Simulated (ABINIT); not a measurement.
# Quasiparticle gap of AlN (F-43m) in ABINIT

Aim: the G0W0 gap of AlN (F-43m) on PBE, step by step.

Program: ABINIT 10.8.3. Level of theory: PBE and many-body steps on it, plane waves. Results are calculated unless marked as measured.

### 1. The structure

The structure is cubic, space group F-43m (No. 216). Conventional cell: a = 4.368 Å, b = 4.368 Å, c = 4.368 Å, α = 90.00°, β = 90.00°, γ = 90.00°. Nearest to Al lie 4 N at 1.89 Å. N has 4 Al at 1.89 Å nearest. Farther neighbours and most contacts between anions are not listed.

The cell and positions are those that the Materials Project relaxed with its own functionals (PBE, PBE+U or r2SCAN), kept fixed. This is not the form that AlN usually takes at ambient conditions.

### 2. Ground state

This step: ABINIT 10.8.3; DFT, PBE, plane waves, norm-conserving pseudopotentials.

The ground-state density comes first.

run.abi reads:

```
acell 3*1.0 Angstrom
rprim 
  -0.000000000000 2.183993559600 2.183993559600
  2.183993559600 -0.000000000000 2.183993559600
  2.183993559600 2.183993559600 -0.000000000000
ntypat 2
znucl 13 7
natom 2
typat 1 2
xred 
  0.000000000000 0.000000000000 0.000000000000
  0.750000000000 0.750000000000 0.750000000000
pp_dirpath "pseudos"
pseudos "Al.upf, N.upf"
ecut 36
ngkpt 8 8 8
nshiftk 1
shiftk 0 0 0
kptopt 1
chksymbreak 0
nband 9
occopt 1
tolvrs 1e-10
nstep 60
prtwf 0
optforces 0
optstress 0
indata_prefix "in"
outdata_prefix "out"
tmpdata_prefix "tmp"
```

Started as:

```console
$ OMP_NUM_THREADS=1 mpirun -n 4 abinit run.abi > log
```

Numbers of over 12 decimals in the logs are rounded to 6 here.

Output:

```text
.Version 10.8.3 of ABINIT. v10.8.2 released Aug 2026.

 Symmetries : space group F-4 3 m (#216); Bravais cF (face-center cubic)
================================================================================
 Values of the parameters that define the memory need of the present run
     intxc =       0    ionmov =       0      iscf =       7    lmnmax =       6
     lnmax =       6     mgfft =      32  mpssoang =       3    mqgrid =    3001
     natom =       2  nloc_mem =       1    nspden =       1   nspinor =       1
    nsppol =       1      nsym =      24    n1xccc =    2501    ntypat =       2
    occopt =       1   xclevel =       2
-    mband =           9        mffmem =           1         mkmem =           8
       mpw =        1475          nfft =       32768          nkpt =          29
================================================================================
  Rough estimation (10% accuracy) of disk space for files :
================================================================================

--------------------------------------------------------------------------------
------------- Echo of variables that govern the present computation ------------
--------------------------------------------------------------------------------
 -outvars: echo values of preprocessed input variables --------
            acell      1.8897261259E+00  1.8897261259E+00  1.8897261259E+00 Bohr

      chksymbreak           0
             ecut      3.60000000E+01 Hartree
-          fftalg         312

              ixc     -101130
              kpt      0.00000000E+00  0.00000000E+00  0.00000000E+00
                       1.25000000E-01  0.00000000E+00  0.00000000E+00
                       2.50000000E-01  0.00000000E+00  0.00000000E+00
                       3.75000000E-01  0.00000000E+00  0.00000000E+00
                       5.00000000E-01  0.00000000E+00  0.00000000E+00
                       1.25000000E-01  1.25000000E-01  0.00000000E+00
                       2.50000000E-01  1.25000000E-01  0.00000000E+00
                       3.75000000E-01  1.25000000E-01  0.00000000E+00
                       5.00000000E-01  1.25000000E-01  0.00000000E+00
   [... 18 further rows ...]
                      -3.75000000E-01  5.00000000E-01  1.25000000E-01
                      -2.50000000E-01  5.00000000E-01  2.50000000E-01
         kptrlatt        8    0    0      0    8    0      0    0    8
          kptrlen      4.66933685E+01
P           mkmem           8
            natom           2
            nband           9
            ngfft          32      32      32
             nkpt          29
            nstep          60
             nsym          24
           ntypat           2
              occ      2.000000  2.000000  2.000000  2.000000  0.000000  0.000000
[...]
optforces           0
        optstress           0
            prtwf           0
            rprim     -0.0000000000E+00  2.1839935596E+00  2.1839935596E+00
[...]
spgroup         216

           tolvrs      1.00000000E-10

             xred      0.0000000000E+00  0.0000000000E+00  0.0000000000E+00
[...]
znucl       13.00000    7.00000

================================================================================

 chkinp: Checking input parameters for consistency.

================================================================================
== DATASET  1 ==================================================================
-   mpi_nproc: 4, omp_nthreads: 1 (-1 if OMP is not activated)

--- !DatasetInfo
iteration_state: {dtset: 1, }
dimensions: {natom: 2, nkpt: 29, mband: 9, nsppol: 1, nspinor: 1, nspden: 1, mpw: 1475, }
cutoff_energies: {ecut:  36.0, pawecutdg:  -1.0, }
electrons: {nelect:   8.00000000E+00, charge:   0.00000000E+00, occopt:   1.00000000E+00, tsmear:   1.00000000E-02, }

 Real(R)+Recip(G) space primitive vectors, cartesian coordinates (Bohr,Bohr^-1):
 R(1)=  0.0000000  4.1271497  4.1271497  G(1)= -0.1211490  0.1211490  0.1211490
 R(2)=  4.1271497  0.0000000  4.1271497  G(2)=  0.1211490 -0.1211490  0.1211490
 R(3)=  4.1271497  4.1271497  0.0000000  G(3)=  0.1211490  0.1211490 -0.1211490
 Unit cell volume ucvol=  1.4059849E+02 bohr^3
 Angles (23,13,12)=  6.00000000E+01  6.00000000E+01  6.00000000E+01 degrees

 getcut: wavevector=  0.0000  0.0000  0.0000  ngfft=  32  32  32
         ecut(hartree)=     36.000   => boxcut(ratio)=   2.02987

--- Pseudopotential description ------------------------------------------------
- Al Generated using ONCVPSP code by D. R. Hamann
- 13.00000   3.00000  171031                  znucl, zion, pspdat
12 -101130 2 -1 1876                          pspcod,pspxc,lmax,lloc,mmax
     nproj     2     2     2
  pspatm : epsatm=    4.08140545
         --- l  ekb(1:nproj) -->
[...]
pspatm: atomic psp has been read  and splines computed

- N Generated using ONCVPSP code by D. R. Hamann
-  7.00000   5.00000  171031                  znucl, zion, pspdat
12 -101130 1 -1 1058                          pspcod,pspxc,lmax,lloc,mmax
     nproj     2     2     0
  pspatm : epsatm=    5.20977870
         --- l  ekb(1:nproj) -->
[...]
1   -4.293905   -1.006988
 pspatm: atomic psp has been read  and splines computed

   7.43294732E+01                                ecore*ucvol(ha*bohr**3)
--------------------------------------------------------------------------------

_setup2: Arith. and geom. avg. npw (full set) are    1449.447    1449.423

================================================================================

--- !BeginCycle
iteration_state: {dtset: 1, }
solver: {iscf: 7, nstep: 60, nline: 4, wfoptalg: 0, }
tolerances: {tolvrs: 1.00E-10, }

     iter   Etot(hartree)      deltaE(h)  residm     vres2
 ETOT  1  -12.634092342631    -1.263E+01 1.154E-01 5.062E+02
 ETOT  2  -12.674579766554    -4.049E-02 1.118E-02 3.909E+02
 ETOT  3  -12.792254021089    -1.177E-01 3.968E-03 7.560E-01
 ETOT  4  -12.792395939617    -1.419E-04 2.268E-03 1.058E-02
 ETOT  5  -12.792396619737    -6.801E-07 1.683E-04 5.916E-04
 ETOT  6  -12.792396656975    -3.724E-08 2.226E-04 2.127E-06
 ETOT  7  -12.792396657092    -1.170E-10 1.632E-05 4.114E-07
 ETOT  8  -12.792396657207    -1.152E-10 2.316E-05 3.147E-09
 ETOT  9  -12.792396657208    -7.248E-13 1.662E-06 3.158E-10
 ETOT 10  -12.792396657208     2.309E-14 2.539E-06 1.021E-11

 At SCF step   10       vres2   =  1.02E-11 < tolvrs=  1.00E-10 =>converged.

--- !ResultsGS
iteration_state: {dtset: 1, }
comment   : Summary of ground state results
lattice_vectors:
- [ -0.0000000,   4.1271497,   4.1271497, ]
- [  4.1271497,  -0.0000000,   4.1271497, ]
- [  4.1271497,   4.1271497,  -0.0000000, ]
lattice_lengths: [   5.83667,    5.83667,    5.83667, ]
lattice_angles: [ 60.000,  60.000,  60.000, ] # degrees, (23, 13, 12)
lattice_volume:   1.4059849E+02
convergence: {deltae:  2.309E-14, res2:  1.021E-11, residm:  2.539E-06, diffor:  0.000E+00, }
etotal    :  -1.27923967E+01
entropy   :   0.00000000E+00
fermie    :   1.89575042E-01
cartesian_stress_tensor: null
pressure_GPa: null
xred      :
- [  0.0000E+00,   0.0000E+00,   0.0000E+00, Al]
- [  7.5000E-01,   7.5000E-01,   7.5000E-01,  N]
cartesian_forces: null
force_length_stats: {min: null, max: null, mean: null, }

 Integrated electronic density in atomic spheres:
 ------------------------------------------------
 Atom  Sphere_radius  Integrated_density
    1        2.00000          1.10832935
    2        2.00000          5.38580503
================================================================================

 ----iterations are completed or convergence reached----

 Mean square residual over all n,k,spin=   11.386E-09; max=  25.386E-07
 reduced coordinates (array xred) for    2 atoms
       0.000000000000      0.000000000000      0.000000000000
       0.750000000000      0.750000000000      0.750000000000
 rms dE/dt=  0.0000E+00; max dE/dt=  0.0000E+00; dE/dt below (all hartree)
    1       0.000000000000      0.000000000000      0.000000000000
    2       0.000000000000      0.000000000000      0.000000000000

 cartesian coordinates (angstrom) at end:
    1      0.000000     0.000000     0.000000
    2      3.275990     3.275990     3.275990
 length scales=  1.889726125908  1.889726125908  1.889726125908 bohr
              =  1.000000000000  1.000000000000  1.000000000000 angstroms
 prteigrs : about to open file out_EIG
 Fermi (or HOMO) energy (hartree) =   0.18958   Average Vxc (hartree)=  -0.39437
 Eigenvalues (hartree) for nkpt=  29  k points:
 kpt#   1, nband=  9, wtk=  0.00195, kpt=  0.0000  0.0000  0.0000 (reduced coord)
  -0.36046    0.18958    0.18958    0.18958    0.34363    0.65223    0.65223    0.65223
   0.84170
 prteigrs : prtvol=0 or 1, do not print more k-points.

--- !EnergyTerms
iteration_state     : {dtset: 1, }
comment             : Components of total free energy in Hartree
kinetic             :  8.18806009915906E+00
hartree             :  2.82096206911135E+00
xc                  : -4.24885300507606E+00
Ewald energy        : -1.08999795989279E+01
psp_core            :  5.28664802613182E-01
local_psp           : -8.51484725719231E+00
non_local_psp       : -6.66403766895546E-01
total_energy        : -1.27923966572082E+01
total_energy_eV     : -3.48098846451088E+02
band_energy         :  3.20550667474404E-02

== END DATASET(S) ==============================================================
================================================================================

 -outvars: echo values of variables after computation  --------
           etotal     -1.2792396657E+01
            nband           9
             nkpt          29
          spgroup         216
 [... the other variables as echoed above ...]

 Calculation completed.
```

Run time: 4.4 s. Hardware: 4 MPI ranks of Arm Neoverse V1, shared host; peak memory 0.25 GiB.

Numbers from this step:

- total energy: -348.0988 eV
- gap: 3.325 eV
- k of the valence top: 0, 0, 0
- k of the conduction bottom: 0.5, 0.5, 0
- least direct gap: 4.192 eV

The gap is indirect, with the least direct gap 0.87 eV higher.

(Continued in part 2 of 3.)

[Paths, hosts, dates, memory and timing lines, banners, echoed tables and standing remarks are left out of the program output.]

[Logs are printed without paths, hosts, clocks, repeated set-up lines and the standing remarks that a program may print on its own settings, such as how far it seeks lower states.]

[Runs of the session that timed out or met a known fault of the program may be left out.]

[Hosts, paths, dates, database ids (printed as entryN), source tags and the programs' standing remarks are cut or masked in the printed files.]

[G0W0 gaps are taken among the corrected bands and points alone; a level outside them can change the order at an edge.]

[Where Ansatz stands beside ABINIT at settings called matched, ABINIT's density can come from a denser mesh and the files from another edition; pairs whose starting gaps differed by over 0.03 eV were left out, so agreement reads better than it is.]
